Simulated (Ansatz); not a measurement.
# 4-layer honeycomb SiC (AA') in a perpendicular field, part 2 of 2

Aim: how the 4-layer honeycomb SiC (AA') screens a field along its normal, and what the field does to its bands. A positive field points along +c.

Ansatz 0.2.0; plane-wave DFT, PBE-D3(BJ), Ansatz PAW.

So far. Step 2 (Relaxing the slab): The lattice constant a goes from 3.100 to 3.151 Å.

## 3. Atoms held, field 0, start network

A sawtooth potential applies the field, turning back in the middle of the vacuum. With the dipole correction the typed value is the field outside the slab. The induced dipole is small, so the SCF threshold is tight.

The cell differs from the one that the last finished run ended in (c 51.050 → 25.209 Å).

input.yaml reads:

```yaml
crystal:
  lattice:
    - [3.1506218263, 0.0, 0.0]
    - [-1.5753109132, 2.7285185393, 0.0]
    - [0.0, 0.0, 25.2091853958]
  atoms:
    - { symbol: C, position: [0.6666666667, 0.3333333333, 0.3570127261] }
    - { symbol: Si, position: [0.3333333333, 0.6666666667, 0.3628607297] }
    - { symbol: C, position: [0.3333333333, 0.6666666667, 0.4485935177] }
    - { symbol: Si, position: [0.6666666667, 0.3333333333, 0.4446402116] }
    - { symbol: C, position: [0.6666666667, 0.3333333333, 0.5514064823] }
    - { symbol: Si, position: [0.3333333333, 0.6666666667, 0.5553597884] }
    - { symbol: C, position: [0.3333333333, 0.6666666667, 0.6429872739] }
    - { symbol: Si, position: [0.6666666667, 0.3333333333, 0.6371392703] }
kpoints:
  mp_grid: { grid: [18, 18, 1] }
  band_path:
    path: [[0, 0, 0], [0.5, 0, 0], [0.33333333, 0.33333333, 0], [0, 0, 0]]
    npoints: 16
hamiltonian:
  xc: pbe
  dispersion: d3bj
scf:
  occupations: { method: fermi_dirac, width: 0.02585 }
  convergence: { dr2_threshold: 1.0e-10 }
efield:
  axis: 3
  dipole_correction: true
  ramp_position: 0.97
  ramp_width: 0.06
  amplitude: 0
output:
  dos: { projected: true, e_range: [-6, 5] }
  write_potential: true
  write_density: true
  volumetric_format: npy
  elf: true
```

Launch:

```console
> ansatz run input.yaml --threads 2 --pin off --max-ram 3072MiB --backend cpu --events-out ev --progress --plain --runs-dir out
```

Numbers of over 12 decimals in the logs are rounded to 6 here.

Output:

```text
[...]
Crystal: 8 atoms, lattice volume = 216.712 Å³
Basis set: ecut = 420 eV, 4189 PW (Γ)
Bands: 24, of which v1, the nominal top of the filled ones, is band 16 counted from 1 (15 counted from 0)
Symmetry: 6 space group operations
k-points: 37 of 324 (time reversal used)
[...]
SCF iter   1: F=—  HF=-3546.980644 eV  |F-HF|=—  |Δ(HF+E_count)|=         —  Δρ=2.58e-3  dr2=3.24e-2  ethr=1.77e-3  p=0.000 e·Å  D=3.11e-14 V/Å  ΔV_dip=-0.00 eV  dr2_dipole=8.10e-7  V_vac-E_F(+/−)=4.10/4.10 eV  ⟨swp⟩=10.9  Hψ=6918  notcnv=0  defer=4
efield: sawtooth ramp at fractional position 0.9700 (set: `efield.ramp_position`, or a place that a band, a saddle search or an elastic batch's reference lends), width 0.0600; the density the first Hamiltonian is built on has a dipole p = 0.000 e·Å; the dipole correction subtracts the counter field D = 3.11e-14 V/Å, which shifts the + side's vacuum level by -0.00 eV against the − side's; the planar-averaged density in the ramp window peaks in size at 1.2e-5 e/Å³
[...]
SCF iter   2: F=—  HF=-3546.991851 eV  |F-HF|=—  |Δ(HF+E_count)|=   1.12e-2  Δρ=2.29e-3  dr2=9.66e-2  ethr=1.01e-4  p=0.001 e·Å  D=5.82e-4 V/Å  ΔV_dip=-0.01 eV  dr2_dipole=1.83e-5  V_vac-E_F(+/−)=4.57/4.58 eV  ⟨swp⟩=4.8  Hψ=2512  notcnv=0  defer=94
[...]
SCF iter  12: F=-3546.978119 eV  HF=-3546.978119 eV  |F-HF|=3.82e-11  |Δ(HF+E_count)|=  7.98e-10  Δρ=1.08e-7  dr2=2.20e-11  ethr=1.00e-12  p=-0.000 e·Å  D=-2.65e-8 V/Å  ΔV_dip=0.00 eV  dr2_dipole=1.94e-13  V_vac-E_F(+/−)=4.30/4.30 eV  ⟨swp⟩=12.1  Hψ=4145  notcnv=0
SCF 1 converged in 12 iterations: F = -3546.978119 eV  dr2 = 2.20e-11
[...]
NSCF: frozen V_eff on 49 k-points
efield: sawtooth ramp at fractional position 0.9700 (kept from the solve that this one continues, or follows in the run), width 0.0600; the density the first Hamiltonian is built on has a dipole p = -0.000 e·Å; the dipole correction subtracts the counter field D = -2.65e-8 V/Å, which shifts the + side's vacuum level by +0.00 eV against the − side's; the planar-averaged density in the ramp window peaks in size at 1.1e-7 e/Å³
[...]
SCF converged after 12 iterations
Free energy (F): -3546.978119 eV
[...]
Internal energy: -3546.978119 eV  (E = F + TS)
E sigma→0 (E₀):  -3546.978119 eV
Fermi energy:    1.518806 eV
Dipole field:    D = -0.000001 V/Å  (p = -0.000001 e·Å, saw-weighted, corrected)
Work function:   Φ+ = 4.3044 eV   Φ− = 4.3044 eV
Levels:          The Fermi level and band energies are counted from a zero that moves with the ramp; work functions are not
[...]
--- Band table (eV; the first three rows and the last of 37) ---
  k-point 0: bands = [... 12 lower, -0.8796, -0.7334, -0.7334, 0.5155, 4.1608, 4.6043, 5.0772, 5.3492, ... 4 higher]
  k-point 1: bands = [... 12 lower, -0.9241, -0.9209, -0.7665, 0.6220, 4.3131, 4.7084, 5.1731, 5.3829, ... 4 higher]
  k-point 2: bands = [... 12 lower, -1.0529, -0.8675, -0.8463, 0.7973, 4.5219, 4.8369, 5.2304, 5.4260, ... 4 higher]
  k-point 36: bands = [... 12 lower, -2.0049, -2.0049, -0.5223, -0.5223, 4.6918, 4.8638, 4.8638, 6.0704, ... 4 higher]
```

The job ended after 37 s (2 threads of Arm Neoverse N1, shared host; peak memory 0.51 GiB).

The column dr2 measures how far the density is from self-consistency, as an energy; F and HF (Harris–Foulkes) agree once it is small.

Numbers from this step:

| Item | Value |
| --- | --- |
| gap on the k-mesh | 1.129 eV |
| dipole along the normal | -7.14e-7 e·Å |
| gap along the path | 1.133 eV |
| smallest direct gap along the path | 2.452 eV |
| ionisation energy, upper face | 4.890 eV |
| electron affinity, upper face | 3.756 eV |
| gap, the smaller of path and mesh | 1.129 eV |

Running mean over a fixed 2.7 Å (it still follows the layers) of the planar mean; the ramp of the sawtooth is left out. Table of electron's electrostatic potential energy less the Fermi level by z:

z (Å), electron's electrostatic potential energy less the Fermi level (eV) and a bar from the least value:
```
      3.5        4.3 ##############################
      4.0        4.3 ##############################
      4.5        4.3 ##############################
      5.0        4.3 ##############################
      5.5        4.3 ##############################
      6.0        4.3 ##############################
      6.5        4.1 ##############################
      7.0        3.4 ############################
      7.5        0.8 ########################
      8.0       -3.8 ################
      8.5       -6.6 ##########
      9.0       -7.9 ########
      9.5       -9.6 #####
     10.0      -12.2 #
     10.5      -11.6 ##
     11.0       -9.2 ######
     11.5       -8.1 ########
     12.0       -7.6 #########
     12.5       -7.4 #########
     13.0       -7.5 #########
     13.5       -7.9 ########
     14.0       -8.6 #######
     14.5      -10.5 ####
     15.0      -12.5 
     15.5      -10.8 ###
     16.0       -8.5 #######
     16.5       -7.3 #########
     17.0       -5.3 #############
     17.5       -1.1 ####################
     18.0        2.7 ###########################
     18.5        3.9 #############################
     19.0        4.2 ##############################
     19.5        4.3 ##############################
     20.0        4.3 ##############################
     20.5        4.3 ##############################
     21.0        4.3 ##############################
     21.5        4.3 ##############################
     22.0        4.3 ##############################
```

The density of states has structure finer than the step of the table below, so its rows give means over 0.25 eV, whole bins alone (the curve runs from -6 to 2.52 eV). Peaks (eV: height): -5.500: 5.08, -5.340: 5.76, -4.480: 8.65, -3.220: 4.88, -2.940: 5.03, -1.620: 4.68, -0.620: 4.54.

Table of density of states by energy, zero at the Fermi level of the run, which the smearing sets inside the gap; means over each step:

energy (eV), density of states (states/eV a cell) and a bar:
```
    -5.75       3.06 #####################
    -5.50       3.91 ###########################
    -5.25       4.24 #############################
    -5.00       3.62 #########################
    -4.75       2.94 ####################
    -4.50       4.35 ##############################
    -4.25       3.36 #######################
    -4.00       3.12 ######################
    -3.75       3.36 #######################
    -3.50       3.43 ########################
    -3.25       3.23 ######################
    -3.00       2.96 ####################
    -2.75       1.99 ##############
    -2.50       2.85 ####################
    -2.25       1.64 ###########
    -2.00       1.49 ##########
    -1.75       3.39 #######################
    -1.50       3.12 ######################
    -1.25       1.50 ##########
    -1.00       0.76 #####
    -0.75       1.75 ############
    -0.50       0.43 ###
    -0.25       0.00 
     0.00       0.00 
     0.25       0.00 
     0.50       0.05 
     0.75       0.44 ###
     1.00       0.47 ###
     1.25       0.85 ######
     1.50       0.95 #######
     1.75       1.05 #######
     2.00       1.15 ########
     2.25       1.36 #########
```

Projected DOS per atom over height of the atomic layer and energy from the Fermi level. Layers: SiC SiC SiC SiC from below.

Ten even steps from '_' (0.000 states/eV) to '@' (0.556 states/eV), each cell a mean:
```
::::::::
::::::::
........
........
__....__
________
________
________
::----::
::::::::
%%++++%%
==----==
==----==
++====++
##++++##
%%****%%
##****##
%%####%%
########
##%%%%##
@@@@@@@@
**####**
```
Columns: height of the atomic layer (Å) from 9.07 to 16.1 (not evenly spaced); rows upwards: energy from the Fermi level (eV) from -5.96 to 2.5.

The electronic bands at the labelled points (eV, zero at the Fermi level of the run, which the smearing sets inside the gap):

| point | band 13 | band 14 | band 15 | band 16 | band 17 | band 18 | band 19 | band 20 |
| --- | --- | --- | --- | --- | --- | --- | --- | --- |
| Γ | -2.40 | -2.25 | -2.25 | -1.00 | 2.64 | 3.09 | 3.56 | 3.83 |
| halfway | -3.11 | -2.85 | -1.84 | -0.78 | 1.90 | 2.52 | 3.24 | 3.59 |
| M | -3.39 | -3.23 | -2.76 | -1.96 | 0.55 | 1.06 | 2.77 | 3.02 |
| halfway | -4.43 | -2.91 | -2.70 | -1.65 | 2.21 | 2.48 | 3.59 | 3.98 |
| K | -3.52 | -3.52 | -2.04 | -2.04 | 3.17 | 3.35 | 3.35 | 4.55 |
| halfway | -3.92 | -3.60 | -1.52 | -0.83 | 3.11 | 3.37 | 3.43 | 3.55 |
| Γ | -2.40 | -2.25 | -2.25 | -1.00 | 2.64 | 3.09 | 3.56 | 3.83 |

Electrostatic potential energy in the ca plane at fractional y = 0.333, with atoms of C and Si within 0.2 Å of it. With pseudopotentials it is smooth inside the atoms' cores, unlike the true potential.

Ten even steps from '0' (-59 eV) to '9' (6 eV), each cell a mean:
```
99999999999999999999987898765789998788886568
99999999999999999999721588410378984138862026
99999999999999999999600387300168972017850004
99999999999999999999732688511379985248862126
99999999999999999999988898866789998788987678
99999999999999999999987889988899998778998889
99999999999999999999887789998999998778999899
99999999999999999999988889988899998888998889
```
Columns run along c (16.0 Å, from fractional 0.04 to 0.68 of the cell; values clipped at the 3rd and 97th percentile), rows up along a (3.2 Å). Atoms in or near the plane, at fractional coordinates: C at (0.36, 0.67), Si at (0.44, 0.67), C at (0.55, 0.67), Si at (0.64, 0.67).

ELF in the ca plane at fractional y = 0.333, with atoms of C and Si within 0.2 Å of it. It is the smooth field of the valence electrons, not physical close to the nuclei.

Ten even steps from '0' (0.00) to '9' (0.83), each cell a mean:
```
00000000000000001257999864468852379997446888
00000000000000002468975887423342588578752235
00000000000000012478831698423233585149962323
00000000000000001368976886433442488678753345
00000000000000000247999853478852279997446898
00000000000000000024677532578862147764247888
00000000000000000012444322578752124432246787
00000000000000000124788632579862147874247898
```
Columns run along c (16.0 Å, from fractional 0.04 to 0.68 of the cell), rows up along a (3.2 Å). Atoms in or near the plane, at fractional coordinates: C at (0.36, 0.67), Si at (0.44, 0.67), C at (0.55, 0.67), Si at (0.64, 0.67).

Valence density in the ca plane at fractional y = 0.333, with atoms of C and Si within 0.2 Å of it. It is the smooth field of the valence electrons, not physical close to the nuclei.

Values in e/Å³, 5 rows by 16 columns, each cell a mean:
```
0.0 0.0 0.0 0.0 0.0 0.0 0.0 0.6 0.8 0.3 0.4 0.2 0.8 0.7 0.3 0.4
0.0 0.0 0.0 0.0 0.0 0.0 0.1 1.0 1.3 0.4 0.2 0.2 1.3 1.2 0.3 0.2
0.0 0.0 0.0 0.0 0.0 0.0 0.0 0.7 0.9 0.3 0.4 0.2 0.8 0.8 0.3 0.4
0.0 0.0 0.0 0.0 0.0 0.0 0.0 0.2 0.3 0.3 0.5 0.1 0.3 0.3 0.3 0.4
0.0 0.0 0.0 0.0 0.0 0.0 0.0 0.2 0.3 0.3 0.5 0.1 0.3 0.3 0.3 0.4
```
Columns run along c (16.0 Å, from fractional 0.04 to 0.68 of the cell), rows up along a (3.2 Å). Atoms in or near the plane, at fractional coordinates: C at (0.36, 0.67), Si at (0.44, 0.67), C at (0.55, 0.67), Si at (0.64, 0.67).

The gap is 1.13 eV, with the valence edge 4.89 eV and the conduction edge 3.76 eV under the upper vacuum level.

## 4. Single point, field 0.1 V/Å

Edit input.yaml of step 3 so:

```diff
@@ -28,7 +28,6 @@
   dipole_correction: true
-  ramp_position: 0.97
-  ramp_width: 0.06
-  amplitude: 0
+  ramp_position: 0.9469
+  ramp_width: 0.1061
+  amplitude: 0.1
 output:
-  dos: { projected: true, e_range: [-6, 5] }
   write_potential: true
@@ -36,2 +35 @@
   volumetric_format: npy
-  elf: true
```

Output:

```text
[...]
Crystal: 8 atoms, lattice volume = 216.712 Å³
Basis set: ecut = 420 eV, 4189 PW (Γ)
Bands: 24, of which v1, the nominal top of the filled ones, is band 16 counted from 1 (15 counted from 0)
Symmetry: 6 space group operations
k-points: 37 of 324 (time reversal used)
[...]
k-point 0: bands = [... 12 lower, -0.8841, -0.7297, -0.7297, 0.5153, 4.1505, 4.5944, 5.0091, 5.3842, ... 4 higher]
  k-point 1: bands = [... 12 lower, -0.9284, -0.9181, -0.7631, 0.6218, 4.2999, 4.6964, 5.1051, 5.4280, ... 4 higher]
  k-point 2: bands = [... 12 lower, -1.0565, -0.8647, -0.8471, 0.7972, 4.5081, 4.8243, 5.1800, 5.4636, ... 4 higher]
  k-point 36: bands = [... 12 lower, -2.0085, -2.0029, -0.5390, -0.5060, 4.6909, 4.8428, 4.8829, 6.0702, ... 4 higher]
[key lines of the parts left out:]
SCF converged after 17 iterations
Free energy (F): -3546.980287 eV
Fermi energy:    1.518141 eV
Dipole field:    D = 0.036207 V/Å  (p = 0.043362 e·Å, saw-weighted, corrected)
```

It took 43 s on 2 threads; peak memory 0.5 GiB.

The dipole is 0.0434 e·Å, and the gap 1.127 eV.

## 5. Single point, field -0.1 V/Å

Edit input.yaml of step 4 so:

```diff
@@ -30,3 +30,3 @@
   ramp_width: 0.1061
-  amplitude: 0.1
+  amplitude: -0.1
 output:
```

Output:

```text
[...]
Crystal: 8 atoms, lattice volume = 216.712 Å³
Basis set: ecut = 420 eV, 4189 PW (Γ)
Bands: 24, of which v1, the nominal top of the filled ones, is band 16 counted from 1 (15 counted from 0)
Symmetry: 6 space group operations
k-points: 37 of 324 (time reversal used)
[...]
k-point 0: bands = [... 12 lower, -0.8843, -0.7298, -0.7298, 0.5151, 4.1503, 4.5942, 5.0090, 5.3841, ... 4 higher]
  k-point 1: bands = [... 12 lower, -0.9285, -0.9183, -0.7632, 0.6217, 4.2997, 4.6963, 5.1049, 5.4279, ... 4 higher]
  k-point 2: bands = [... 12 lower, -1.0567, -0.8649, -0.8473, 0.7970, 4.5079, 4.8242, 5.1799, 5.4635, ... 4 higher]
  k-point 36: bands = [... 12 lower, -2.0086, -2.0031, -0.5392, -0.5061, 4.6908, 4.8426, 4.8828, 6.0700, ... 4 higher]
[key lines of the parts left out:]
SCF converged after 17 iterations
Free energy (F): -3546.980287 eV
Fermi energy:    1.517978 eV
Dipole field:    D = -0.036209 V/Å  (p = -0.043364 e·Å, saw-weighted, corrected)
```

It took 43 s on 2 threads; peak memory 0.5 GiB.

The dipole is -0.0434 e·Å, and the gap 1.127 eV.

## 6. Single point, field 0.2 V/Å

Edit input.yaml of step 5 so:

```diff
@@ -30,3 +30,3 @@
   ramp_width: 0.1061
-  amplitude: -0.1
+  amplitude: 0.2
 output:
```

Output:

```text
[...]
Crystal: 8 atoms, lattice volume = 216.712 Å³
Basis set: ecut = 420 eV, 4189 PW (Γ)
Bands: 24, of which v1, the nominal top of the filled ones, is band 16 counted from 1 (15 counted from 0)
Symmetry: 6 space group operations
k-points: 37 of 324 (time reversal used)
[...]
k-point 0: bands = [... 12 lower, -0.8969, -0.7198, -0.7198, 0.5145, 4.1147, 4.5519, 4.8725, 5.3855, ... 4 higher]
  k-point 1: bands = [... 12 lower, -0.9404, -0.9106, -0.7539, 0.6211, 4.2532, 4.6494, 4.9819, 5.4509, ... 4 higher]
  k-point 2: bands = [... 12 lower, -1.0671, -0.8570, -0.8497, 0.7966, 4.4578, 4.7798, 5.0887, 5.5041, ... 4 higher]
  k-point 36: bands = [... 12 lower, -2.0137, -2.0026, -0.5562, -0.4902, 4.6881, 4.8198, 4.9001, 6.0692, ... 4 higher]
[key lines of the parts left out:]
SCF converged after 16 iterations
Free energy (F): -3546.986793 eV
Fermi energy:    1.515971 eV
Dipole field:    D = 0.072430 V/Å  (p = 0.086744 e·Å, saw-weighted, corrected)
```

Run time: 43 s. Hardware: 2 threads; peak memory 0.5 GiB.

The dipole is 0.0867 e·Å, and the gap 1.124 eV.

## 7. Single point, field 0.3 V/Å

Edit input.yaml of step 6 so:

```diff
@@ -28,5 +28,5 @@
   dipole_correction: true
-  ramp_position: 0.9469
-  ramp_width: 0.1061
-  amplitude: 0.2
+  ramp_position: 0.9441
+  ramp_width: 0.1118
+  amplitude: 0.3
 output:
```

Output:

```text
[...]
Crystal: 8 atoms, lattice volume = 216.712 Å³
Basis set: ecut = 420 eV, 4189 PW (Γ)
Bands: 24, of which v1, the nominal top of the filled ones, is band 16 counted from 1 (15 counted from 0)
Symmetry: 6 space group operations
k-points: 37 of 324 (time reversal used)
[...]
k-point 0: bands = [... 12 lower, -0.9157, -0.7064, -0.7064, 0.5129, 4.0317, 4.4395, 4.7567, 5.2295, ... 4 higher]
  k-point 1: bands = [... 12 lower, -0.9584, -0.8999, -0.7413, 0.6196, 4.1457, 4.5456, 4.8785, 5.3004, ... 4 higher]
  k-point 2: bands = [... 12 lower, -1.0834, -0.8545, -0.8462, 0.7952, 4.3403, 4.6971, 5.0069, 5.3874, ... 4 higher]
  k-point 36: bands = [... 12 lower, -2.0209, -2.0043, -0.5741, -0.4753, 4.6830, 4.7946, 4.9150, 6.0673, ... 4 higher]
[key lines of the parts left out:]
SCF converged after 16 iterations
Free energy (F): -3546.997638 eV
Fermi energy:    1.512042 eV
Dipole field:    D = 0.108686 V/Å  (p = 0.130164 e·Å, saw-weighted, corrected)
```

Run time: 43 s. Hardware: 2 threads; peak memory 0.5 GiB.

The dipole is 0.130 e·Å, and the gap 1.118 eV.

## 8. Response, atoms held

This step: plane-wave DFT, PBE-D3(BJ), Ansatz PAW; response to a field along the normal, atoms held (Ansatz 0.2.0).

The dipoles give the slope, and the difference of two potentials shows where the field is screened.

This step gave:

| Property | Result |
| --- | --- |
| equivalent conductor thickness p/(ε₀AE) | 9.128 Å |
| distance between the outer atoms | 7.209 Å |

Table of dipole of the cell by applied field:

| applied field (V/Å) | dipole of the cell (e·Å) |
| --- | --- |
| -0.100 | -0.0434 |
| 0.000 | -7.1e-7 |
| 0.100 | 0.0434 |
| 0.200 | 0.0867 |
| 0.300 | 0.130 |

Local field over the applied field, running mean. From the potentials at -0.1 and 0.1 V/Å; running mean over 2.8 Å. Local field over applied field against z:

```
z (Å)  local field over applied field
    5                           0.991
    6                           0.945
    7                           0.746
    8                           0.427
    9                           0.163
   10                          0.0721
   11                          0.0820
   12                           0.106
   13                           0.105
   14                          0.0901
   15                          0.0713
   16                           0.126
   17                           0.364
   18                           0.680
   19                           0.921
   20                           0.987
   21                           0.998
```

Electrons, planar mean, per unit field. Table of induced electron density by z:

```csv
z (Å),induced electron density (e/Å³ per V/Å)
4.5,1.2e-5
5.0,3.3e-5
5.5,9.0e-5
6.0,2.3e-4
6.5,5.7e-4
7.0,0.00132
7.5,0.00272
8.0,0.00384
8.5,0.00168
9.0,-2.5e-4
9.5,-2.5e-5
10.0,-1.1e-4
10.5,1.5e-4
11.0,8.9e-5
11.5,9.6e-5
12.0,-0.00112
12.5,-3.2e-4
13.0,0.00104
13.5,4.4e-4
14.0,-7.0e-5
14.5,-2.4e-4
15.0,3.5e-5
15.5,1.5e-4
16.0,-1.2e-4
16.5,-1.6e-4
17.0,-0.00346
17.5,-0.00337
18.0,-0.00184
18.5,-8.2e-4
19.0,-3.4e-4
19.5,-1.3e-4
20.0,-5.1e-5
20.5,-1.8e-5
21.0,-6.4e-6
```

The smaller of the gaps on the path and on the k-mesh, counted as 0 under 0.03 eV. Gap against applied field:

```csv
applied field (V/Å),gap (eV)
-0.100,1.13
0.000,1.13
0.100,1.13
0.200,1.12
0.300,1.12
```

By hand: between -0.1 and 0.1 V/Å the dipole changes by 0.08673 e·Å, a slope of 0.4336 e·Å²/V. A perfect conductor of thickness t has p = ε₀AEt, so t = 180.95 × 0.4336 / 8.597 = 9.13 Å (e/ε₀ = 180.95 V·Å, A in Å²).

The induced dipole is that of a conductor 9.13 Å thick.

## 9. Results

- gap without field: 1.13 eV
- ionisation energy, upper face: 4.89 eV
- electron affinity, upper face: 3.76 eV
- equivalent conductor thickness, atoms held: 9.13 Å

In words: The induced dipole equals that of a perfect conductor 9.13 Å thick, while the outer atoms lie 7.21 Å apart; an out-of-plane ε follows only once a thickness t is chosen, by 1 − 1/ε = 9.13 Å / t. The gap goes from 1.13 eV to 1.12 eV at 0.3 V/Å. Semilocal functionals give gaps that are too small, and excitons are not included. Atoms moved by up to 1.6 Å in the relaxation, so the end structure is to be read from its coordinates and not from the name. After relaxation neighbouring layers come as close as 2.1 Å along the normal, so they are bonded in part and no longer a van der Waals stack.

[Logs are printed without paths, hosts, clocks, repeated set-up lines and the standing remarks that a program may print on its own settings, such as how far it seeks lower states.]

[Hosts, paths, dates, database ids (printed as entryN), source tags and the programs' standing remarks are cut or masked in the printed files.]

[Maps of the electrostatic potential energy from Ansatz leave out the sawtooth potential of an applied field or a dipole correction, so their vacuum need not be flat; planar profiles and work functions include it.]

[The density of states shown here was stored with 400 of the rows of the run's finer table, so its peaks can read low, often by over a quarter, or be missed, and its means over a window can be off by a tenth or more.]
